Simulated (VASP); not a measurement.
Runs of VASP 6.6.1 on C. The cell holds a slab with vacuum, 24 atoms: a = 2.522 Å, b = 4.368 Å, c = 23.871 Å, α = 90.00°, β = 90.00°, γ = 125.26°. 

```tsv
cell	vacuum (Å)	gap on the mesh (eV)	largest force (eV/Å)	work function (eV)
Pmna, 8.95 Å³/atom	10	none	4.63	(a)
Pmna, 13.45 Å³/atom	22	none	4.63	6.09
Pmna, 11.2 Å³/atom	-	none	4.63	6.09
Pmna, 7.07 Å³/atom	5	none	4.62	-
```

Alike in all rows: task work function; level PBEsol; potentials or basis VASP PAW PBE potentials, release 64 (C); no spin polarisation; k mesh 12 × 12 × 1; cutoff (eV) 520; smearing gaussian 0.05 eV.

**Question.** Fill in the values left out.

**Answer.** (a) 6.08.

Caveats: the PAW data sets were made with another functional, which shifts forces and pressure a little.

A gap of «none» marks a metal or a gap under the smearing width.
